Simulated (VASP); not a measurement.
# Zr (Im-3m) in VASP: notebook

The runs below take Zr through single point, with LDA, PBE.

All numbers are computed with VASP 6.6.1; they aren't measurements. Logs are shortened: lines on timing, memory, paths and dates and some standing lists are left out, and cuts for length are marked.

## Step 1: The structure

The structure is cubic, space group Im-3m (No. 229). The conventional cell has a = 3.620 Å, b = 3.620 Å, c = 3.620 Å, α = 90.00°, β = 90.00°, γ = 90.00°. Around Zr (site symmetry m-3m) lie 8 Zr at 3.14 Å.

This isn't the form of Zr at room conditions, which is hcp.

## Step 2: Single point, LDA

INCAR

```
ALGO = Fast ; EDIFF = 1E-6
ENCUT = 520 ; ISIF = 2
ISMEAR = 0 ; LASPH = T
LCHARG = F ; LREAL = F
LWAVE = F ; NELM = 100
PREC = Accurate ; SIGMA = 0.02
```

KPOINTS

```
k-points
0
Gamma
  10 10 10
```

POSCAR

```
Zr
1.0
   -1.8100000000      1.8100000000      1.8100000000
    1.8100000000     -1.8100000000      1.8100000000
    1.8100000000      1.8100000000     -1.8100000000
Zr
1
Direct
    0.0000000000      0.0000000000      0.0000000000
```

Potentials or basis: VASP PAW LDA potentials, release 54 (Zr_sv).

Command:

```
$ cat potpaw_LDA.54/Zr_sv/POTCAR > POTCAR
$ mpirun -np 1 vasp_std > vasp.out
```

OUTCAR:

```text
EDIFF = 1E-6
   ENCUT = 520
   ISIF = 2
   ISMEAR = 0
   LASPH = T
   LREAL = F
   NELM = 100
   PREC = Accurate

 ion  position               nearest neighbor table
   1  0.000  0.000  0.000-

  LATTYP: Found a body centered cubic cell.
 ALAT       =     3.6200000000

  Lattice vectors:

 A1 = (  -1.8100000000,   1.8100000000,   1.8100000000)
 A2 = (   1.8100000000,  -1.8100000000,   1.8100000000)
 A3 = (   1.8100000000,   1.8100000000,  -1.8100000000)

Analysis of symmetry for initial positions (statically):
=====================================================================
 Subroutine PRICEL returns:
 Original cell was already a primitive cell.

 Routine SETGRP: Setting up the symmetry group for a
 body centered cubic supercell.

 Subroutine GETGRP returns: Found 48 space group operations
 (whereof 48 operations were pure point group operations)
 out of a pool of 48 trial point group operations.

The static configuration has the point symmetry O_h .

Analysis of symmetry for dynamics (positions and initial velocities):
=====================================================================
 Subroutine PRICEL returns:
 Original cell was already a primitive cell.

 Routine SETGRP: Setting up the symmetry group for a
 body centered cubic supercell.

 Subroutine GETGRP returns: Found 48 space group operations
 (whereof 48 operations were pure point group operations)
 out of a pool of 48 trial point group operations.

The dynamic configuration has the point symmetry O_h .

 Subroutine INISYM returns: Found 48 space group operations
 (whereof 48 operations are pure point group operations),
 and found     1 'primitive' translations

----------------------------------------------------------------------------------------

                                     Primitive cell

  volume of cell :      23.7190

  direct lattice vectors                    reciprocal lattice vectors
    -1.810000000  1.810000000  1.810000000     0.000000000  0.276243094  0.276243094
     1.810000000 -1.810000000  1.810000000     0.276243094  0.000000000  0.276243094
     1.810000000  1.810000000 -1.810000000     0.276243094  0.276243094  0.000000000

  length of vectors
     3.135011962  3.135011962  3.135011962     0.390666730  0.390666730  0.390666730

  position of ions in fractional coordinates (direct lattice)
     0.000000000  0.000000000  0.000000000

  ion indices of the primitive-cell ions
   primitive index   ion index
                 1           1

----------------------------------------------------------------------------------------

 KPOINTS: k-points

Automatic generation of k-mesh.
 Grid dimensions read from file:
 generate k-points for:   10   10   10

 Generating k-lattice:

  Cartesian coordinates                     Fractional coordinates (reciprocal lattice)
     0.000000000  0.027624309  0.027624309     0.100000000  0.000000000  0.000000000
     0.027624309  0.000000000  0.027624309     0.000000000  0.100000000  0.000000000
     0.027624309  0.027624309  0.000000000     0.000000000  0.000000000  0.100000000

  Length of vectors
     0.039066673  0.039066673  0.039066673

  Shift w.r.t. Gamma in fractional coordinates (k-lattice)
     0.000000000  0.000000000  0.000000000

 Subroutine IBZKPT returns following result:
 ===========================================

 Found     47 irreducible k-points:

 Following reciprocal coordinates:
            Coordinates               Weight
  0.000000  0.000000  0.000000      1.000000
  0.100000  0.000000  0.000000     12.000000
  0.200000  0.000000  0.000000     12.000000
  0.300000  0.000000  0.000000     12.000000
  0.400000  0.000000  0.000000     12.000000
  0.500000  0.000000  0.000000      6.000000
[... 39 lines left out ...]
  0.500000  0.500000  0.400000     12.000000
  0.500000  0.500000  0.500000      1.000000
   k-points           NKPTS =     47   k-points in BZ     NKDIM =     47   number of bands    NBANDS=     10
   number of dos      NEDOS =    301   number of ions     NIONS =      1
   total plane-waves  NPLWV =  13824
   dimension x,y,z NGX =    24 NGY =   24 NGZ =   24
   dimension x,y,z NGXF=    48 NGYF=   48 NGZF=   48
   ions per type =               1
   NGX,Y,Z   is equivalent  to a cutoff of  12.73, 12.73, 12.73 a.u.
   NGXF,Y,Z  is equivalent  to a cutoff of  25.45, 25.45, 25.45 a.u.
 SYSTEM =  unknown system
   PREC   = accura    normal or accurate (medium, high low for compatibility)
   ISTART =      0    job   : 0-new  1-cont  2-samecut
   ICHARG =      2    charge: 1-file 2-atom 10-const
   ISPIN  =      1    spin polarized calculation?
   LNONCOLLINEAR =      F non collinear calculations
   LSORBIT =      F    spin-orbit coupling
   LASPH  =      T    aspherical Exc in radial PAW
   ENCUT  =  520.0 eV  38.22 Ry    6.18 a.u.   5.83  5.83  5.83*2*pi/ulx,y,z
   NELM   =    100;   NELMIN=  2; NELMDL= -5     # of ELM steps
   EDIFF  = 0.1E-05   stopping-criterion for ELM
   LREAL  =      F    real-space projection
   EDIFFG = 0.1E-04   stopping-criterion for IOM
   NSW    =      0    number of steps for IOM
   IBRION =     -1    ionic relax: 0-MD 1-quasi-New 2-CG
   NFREE  =      0    steps in history (QN), initial steepest desc. (CG)
   ISIF   =      2    stress and relaxation
   ISYM   =      2    0-nonsym 1-usesym 2-fastsym
   POTIM  = 0.5000    time-step for ionic-motion
   TEBEG  =    0.0;   TEEND  =   0.0 temperature during run
   PSTRESS=    0.0 pullay stress
   NELECT =      12.0000    total number of electrons
   NUPDOWN=      -1.0000    fix difference up-down
   EMIN   =  10.00;   EMAX   =-10.00  energy-range for DOS
   EFERMI =   0.00;   METHOD = LEGACY
   ISMEAR =     0;   SIGMA  =   0.02  broadening in eV -4-tet -1-fermi 0-gaus
   EFERMI_NEDOS =   21; number of points for ismear=-14 and -15
   IALGO  =     68    algorithm
   IMIX   =      4    mixing-type and parameters
     AMIX     =   0.40;   BMIX     =  1.00
     AMIX_MAG =   1.60;   BMIX_MAG =  1.00
  volume/ion in A,a.u.               =      23.72       160.06
  Fermi-wavevector in a.u.,A,eV,Ry     =   1.304478  2.465105 23.152520  1.701662
  Thomas-Fermi vector in A             =   2.435411
   LORBIT       =      0    0 simple, 1 ext, 2 COOP (PROOUT), +10 PAW based schemes
   GGA     = CA    functional components
   LHFCALC =     F    Hartree Fock is set to
   AEXX    =    0.0000 exact exchange contribution
   IVDW    =     0    specifies the selected vdW correction
   LEPSILON=     F    determine dielectric tensor
   LRPA    =     F    only Hartree local field effects (RPA)
 non-spin polarized calculation
 RMM-DIIS sequential band-by-band and
 Gauss-broadening in eV      SIGMA  =   0.02
  energy-cutoff  :      520.00
  volume of cell :       23.72
 maximum number of plane-waves:       682
   NGX = 11   NGY = 11   NGZ = 11

 number of electron      12.0000000 magnetization

 Free energy of the ion-electron system (eV)
  ---------------------------------------------------
  ext. energy  EPLUGINS =         0.00000000
  ---------------------------------------------------
  free energy    TOTEN  =        -9.16662023 eV

  energy without entropy =       -9.16589600  energy(sigma->0) =       -9.16625812

 E-fermi :   8.3920     XC(G=0): -11.2024

 val. band max:        8.3842398267   @ k =   0.2000   0.1000   0.0000
 cond. band min:       8.3972299074   @ k =   0.1000   0.1000   0.1000
 fundamental gap:      0.0129900808
 Fermi energy:         8.3919735630

 k-point     1 :       0.0000    0.0000    0.0000
  band No.  band energies     occupation
      1     -39.9289      2.00000
      2     -17.6033      2.00000
      3     -17.6033      2.00000
      4     -17.6033      2.00000
      5       2.9960      2.00000
      6       9.3894      0.00000
      7       9.3894      0.00000
      8       9.3894      0.00000
      9      11.8247      0.00000
     10      11.8247      0.00000

 k-point     2 :       0.1000    0.0000    0.0000
  band No.  band energies     occupation
      1     -39.9153      2.00000
      2     -17.6976      2.00000
      3     -17.6323      2.00000
      4     -17.6039      2.00000
      5       3.3261      2.00000
      6       9.1774      0.00000
      7       9.3079      0.00000
      8       9.7110      0.00000
      9      11.5327      0.00000
     10      11.8260      0.00000

 k-point     3 :       0.2000    0.0000    0.0000
  band No.  band energies     occupation
      1     -39.8797      2.00000
      2     -17.9381      2.00000
      3     -17.7074      2.00000
      4     -17.6056      2.00000
      5       4.1966      2.00000
      6       8.6827      0.00000
      7       8.9407      0.00000
      8      10.6409      0.00000
      9      11.3083      0.00000
     10      11.8791      0.00000

 k-point     4 :       0.3000    0.0000    0.0000
  band No.  band energies     occupation
      1     -39.8352      2.00000
      2     -18.2238      2.00000
      3     -17.7986      2.00000
      4     -17.6077      2.00000
      5       5.1637      2.00000
      6       8.1595      2.00000
      7       8.6837      0.00000
      8      11.5358      0.00000
      9      12.0542      0.00000
     10      12.0569      0.00000

 k-point     5 :       0.4000    0.0000    0.0000
  band No.  band energies     occupation
      1     -39.7989      2.00000
      2     -18.4466      2.00000
      3     -17.8711      2.00000
      4     -17.6095      2.00000
      5       5.5620      2.00000
      6       7.7873      2.00000
      7       9.2878      0.00000
      8      11.7918      0.00000
      9      12.3138      0.00000
     10      13.6404      0.00000

 k-point     6 :       0.5000    0.0000    0.0000
  band No.  band energies     occupation
      1     -39.7849      2.00000
      2     -18.5299      2.00000
      3     -17.8985      2.00000
      4     -17.6102      2.00000
      5       5.5801      2.00000
      6       7.6547      2.00000
      7       9.9052      0.00000
      8      11.7944      0.00000
      9      12.4539      0.00000
     10      14.4857      0.00000

 k-point     7 :       0.1000    0.1000    0.0000
  band No.  band energies     occupation
      1     -39.8907      2.00000
      2     -17.8628      2.00000
      3     -17.6652      2.00000
      4     -17.6264      2.00000
      5       3.9350      2.00000
      6       8.8994      0.00000
      7       8.9656      0.00000
      8      10.3884      0.00000
      9      11.1850      0.00000
     10      11.9569      0.00000

 k-point     8 :       0.2000    0.1000    0.0000
  band No.  band energies     occupation
      1     -39.8506      2.00000
      2     -18.1090      2.00000
      3     -17.7564      2.00000
      4     -17.6371      2.00000
      5       4.9252      2.00000
      6       8.3842      1.41552
      7       8.5460      0.00000
      8      11.1448      0.00000
      9      11.6311      0.00000
     10      12.1717      0.00000

 k-point     9 :       0.3000    0.1000    0.0000
  band No.  band energies     occupation
      1     -39.8102      2.00000
      2     -18.3424      2.00000
      3     -17.8566      2.00000
      4     -17.6415      2.00000
      5       5.6861      2.00000
      6       7.9521      2.00000
      7       8.6153      0.00000
      8      11.4853      0.00000
      9      12.3580      0.00000
     10      13.2116      0.00000
[... 326 lines left out ...]
 k-point    35 :      -0.3000    0.3000    0.2000
  band No.  band energies     occupation
      1     -39.7950      2.00000
      2     -18.1801      2.00000
      3     -17.9147      2.00000
      4     -17.8488      2.00000
      5       6.0953      2.00000
      6       8.0207      2.00000
      7       9.3185      0.00000
      8      10.0240      0.00000
      9      11.7318      0.00000
     10      12.7790      0.00000

 k-point    36 :      -0.4000    0.4000    0.2000
  band No.  band energies     occupation
      1     -39.7623      2.00000
      2     -18.3627      2.00000
      3     -17.9914      2.00000
      4     -17.8412      2.00000
      5       6.4687      2.00000
      6       7.7146      2.00000
      7       9.0584      0.00000
      8      10.3631      0.00000
      9      13.3335      0.00000
     10      13.4430      0.00000

 k-point    37 :      -0.3000    0.4000    0.2000
  band No.  band energies     occupation
      1     -39.7604      2.00000
      2     -18.2843      2.00000
      3     -18.0351      2.00000
      4     -17.8874      2.00000
      5       6.6839      2.00000
      6       7.3432      2.00000
      7       9.3825      0.00000
      8      10.5328      0.00000
      9      12.3686      0.00000
     10      13.5107      0.00000

 k-point    38 :       0.5000    0.5000    0.2000
  band No.  band energies     occupation
      1     -39.7497      2.00000
      2     -18.4327      2.00000
      3     -18.0204      2.00000
      4     -17.8367      2.00000
      5       6.4238      2.00000
      6       7.8567      2.00000
      7       8.9557      0.00000
      8      10.2519      0.00000
      9      14.2466      0.00000
     10      14.4552      0.00000

 k-point    39 :      -0.4000    0.5000    0.2000
  band No.  band energies     occupation
      1     -39.7388      2.00000
      2     -18.3588      2.00000
      3     -18.1220      2.00000
      4     -17.8852      2.00000
      5       6.7544      2.00000
      6       7.2614      2.00000
      7       9.0129      0.00000
      8      10.9811      0.00000
      9      13.1176      0.00000
     10      15.3270      0.00000

 k-point    40 :      -0.4000   -0.4000    0.2000
  band No.  band energies     occupation
      1     -39.7298      2.00000
      2     -18.2720      2.00000
      3     -18.2720      2.00000
      4     -17.8869      2.00000
      5       6.9979      2.00000
      6       6.9979      2.00000
      7       8.7007      0.00000
      8      12.3359      0.00000
      9      12.3359      0.00000
     10      17.0899      0.00000

 [... further k-points ...]
[... 5 lines left out ...]
  --------------------------------------------------------------------------------------
  -------------------------------------------------------------------------------------
  Total       -1.4824576     -1.4824576     -1.4824576     -0.0000000     -0.0000000      0.0000000
  in kB     -100.1375898   -100.1375898   -100.1375898     -0.0000000     -0.0000000      0.0000000
  external PRESSURE =    -100.1375898 kB  Pullay stress =       0.0000000 kB

 VOLUME and BASIS-vectors are now :
 -----------------------------------------------------------------------------
  energy-cutoff  :      520.00
  volume of cell :       23.72
      direct lattice vectors                 reciprocal lattice vectors
    -1.810000000  1.810000000  1.810000000     0.000000000  0.276243094  0.276243094
     1.810000000 -1.810000000  1.810000000     0.276243094  0.000000000  0.276243094
     1.810000000  1.810000000 -1.810000000     0.276243094  0.276243094  0.000000000

 POSITION                                       TOTAL-FORCE (eV/Angst)
 -----------------------------------------------------------------------------------
      0.00000      0.00000      0.00000         0.000000      0.000000      0.000000
 -----------------------------------------------------------------------------------
    total drift:                                0.000000     -0.000000     -0.000000

  FREE ENERGIE OF THE ION-ELECTRON SYSTEM (eV)
  ---------------------------------------------------
  free  energy   TOTEN  =        -9.1666202344 eV

  energy  without entropy=       -9.1658960031  energy(sigma->0) =       -9.16625812
```

Run time: 8.9 s. Hardware: 1 thread of AMD EPYC 9R45 (Zen 5), shared host; peak memory 0.1 GiB.

Results:

* Free energy: -9.1666 eV
* Pressure: -10.0 GPa
* Band gap on the k mesh: none (metal or under the smearing width)

## Step 3: Single point, LDA

run.py

```python
from ase.calculators.vasp import Vasp
from ase.dft.bandgap import bandgap
from ase.io import read

atoms = read('Zr.cif')
calc = Vasp(
    directory='calc',
    xc='lda',
    pp='LDA',
    setups='recommended',
    pp_version='54',
    prec='Accurate',
    encut=520,
    ediff=1e-07,
    ismear=0,
    sigma=0.02,
    lreal=False,
    lasph=True,
    nelm=100,
    algo='Normal',
    isif=2,
    lwave=False,
    lcharg=False,
    kpts=[10, 10, 10],
    gamma=True,
)
atoms.calc = calc

print('energy (eV):', atoms.get_potential_energy())
print('free energy (eV):', atoms.get_potential_energy(force_consistent=True))
print('forces (eV/A):')
print(atoms.get_forces())
print('stress (eV/A^3, Voigt):', atoms.get_stress())
print('Fermi level (eV):', calc.get_fermi_level())
gap, top, bottom = bandgap(calc)
print('band gap (eV):', gap, 'from (spin, k, band)', top, 'to', bottom)
```

Zr.cif

```cif
data_Zr
_cell_length_a 3.13501196
_cell_length_b 3.13501196
_cell_length_c 3.13501196
_cell_angle_alpha 109.47122063
_cell_angle_beta 109.47122063
_cell_angle_gamma 109.47122063
_space_group_name_H-M_alt 'P1'
_space_group_name_Hall 'P 1'
_space_group_IT_number 1
loop_
_space_group_symop_operation_xyz
'x,y,z'
loop_
_atom_site_label
_atom_site_type_symbol
_atom_site_symmetry_multiplicity
_atom_site_Wyckoff_symbol
_atom_site_fract_x
_atom_site_fract_y
_atom_site_fract_z
_atom_site_occupancy
Zr1 Zr 1 a 0.0000000000 0.0000000000 0.0000000000 1
```

Potentials or basis: VASP PAW LDA potentials, release 54 (Zr_sv).

Command:

```
$ python run.py
```

It took 9.2 s on 1 thread of AMD EPYC 9R45 (Zen 5), shared host; peak memory 0.09 GiB.

It converged, with:

```
Free energy            : -9.1666 eV
Pressure               : -10.1 GPa
Band gap on the k mesh : none (metal or under the smearing width)
```

Levels at points of the mesh, in eV from the Fermi level:
| k point | band 4 | band 5 | band 6 | band 7 | band 8 | band 9 |
| --- | --- | --- | --- | --- | --- | --- |
| (0.00, 0.00, 0.00) | -25.99 | -5.40 | 1.00 | 1.00 | 1.00 | 3.43 |
| (0.50, 0.00, 0.00) | -26.00 | -2.81 | -0.74 | 1.51 | 3.40 | 4.06 |
| (0.50, 0.50, 0.50) | -26.63 | -2.53 | -2.53 | 5.44 | 5.44 | 5.44 |

(Continued in part 2 of 2.)
